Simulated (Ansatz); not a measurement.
Tuning gaps by epitaxial strain

Plane-wave DFT in Ansatz, r2SCAN, scalar-relativistic PAW potentials, cutoff 500 eV, no spin-orbit coupling; no spin polarisation. Equal strain along a and b of the conventional cell, c and the atoms relaxed; gaps sought over the whole zone. A star marks a structure that wasn't matched here to a measured phase, so it may never have been made and needn't be stable; unstarred phases aren't always the most stable ones.

```tsv
crystal	strain: gap (eV)
AlGaN₂ (P-4m2)*	-6.0 %: 3.476; -4.0 %: 3.537; -2.0 %: 3.457; +0.0 %: 3.369; +2.0 %: 3.279; +4.0 %: 3.092; +6.0 %: 2.875
GaN (P6_3mc)	-6.0 %: 2.315; -4.0 %: 2.417; -2.0 %: 2.423; +0.0 %: 2.351; +2.0 %: 2.099; +4.0 %: 1.815; +6.0 %: 1.546
SnO (P4/nmm)	-6.0 %: 0.730; -4.0 %: 0.141; -2.0 %: 0.145; +0.0 %: 0.363; +2.0 %: 0.650; +4.0 %: 0.926; +6.0 %: 1.166
AlN (P6_3mc)	-4.5 %: 5.313; -3.0 %: 5.296; -1.5 %: 5.201; +0.0 %: 4.880; +1.5 %: 4.560; +3.0 %: 4.248; +4.5 %: 3.950
```

Task: What are the slopes on either side of zero strain, and why can they differ?

Result: AlGaN₂ (P-4m2)* -44 and -45; GaN (P6_3mc) -36 and -126; SnO (P4/nmm) +109 and +144; AlN (P6_3mc) -214 and -213 meV per % (over the first step on the compressive side, then on the tensile side; a positive slope means the gap grows as the plane is stretched). The slope drops from the first side to the second in GaN (P6_3mc). The gap is the smallest distance between any valence top and conduction valley, so its slope drops where another pair takes over. In GaN (P6_3mc) the strain keeps the symmetry, so nothing splits at zero; most likely two bands or valleys cross within a step of it. A crossing can only lower the slope, so where it rises, as in SnO (P4/nmm), the cause is curvature. Relaxations kept the strained cell's symmetry, so distortions at large strain weren't sought, and coherent films seldom hold more than 2 to 3 %. The slope of one pair of band edges is as a rule more reliable than the Kohn–Sham gap, while the strain at which pairs cross shifts with the functional.

Cost: about 34 core-minutes for the runs cited, on Intel Xeon Processor @ 2.50GHz (Skylake/Cascade Lake), AMD EPYC 7R43 (Zen 3), Intel Xeon Platinum 8488C (Sapphire Rapids) and other processors (shared hosts).